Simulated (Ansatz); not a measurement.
PbF2 (Fluorocronite) in Ansatz: the effect of functional

Crystal: PbF2 (Fluorocronite).

```
Pb F
1.0
     0.00000    2.92361    2.92361
     2.92361    0.00000    2.92361
     2.92361    2.92361    0.00000
Pb F
1 2
Cartesian
  0.0000 0.0000 0.0000
  4.3854 4.3854 4.3854
  1.4618 1.4618 1.4618
```

The cell isn't the ideal one: volume scaled by 0.96.

Alike in all runs:

```yaml
Program: Ansatz 0.2.0
Task: single point
Potentials_or_basis: Ansatz PAW
k_mesh: 8 × 8 × 8
Occupations: fermi-dirac, width 0.05 eV
Spin: no spin polarisation
```

Question: One run gave: gap on the mesh 4.30 eV; pressure 2.1 GPa. Which functional did it use?
A. PBEsol
B. LDA
C. r2SCAN

Answer: A.

```csv
functional,cutoff,gap on the mesh (eV),pressure (GPa)
LDA,420 eV (not typed: the program's choice for these potentials),4.25,-1.6
PBEsol,420 eV (not typed: the program's choice for these potentials),4.30,2.1
r2SCAN,500 eV (not typed: the program's choice for these potentials),4.91,3.2
```

Caveats: spin-orbit coupling is left out, which as a rule narrows the gap of such compounds by several tenths of an eV; the PAW data sets come from PBE, with cores solved anew for the run's functional, which leaves a small shift of forces and pressure.

A k mesh can miss the band edges.
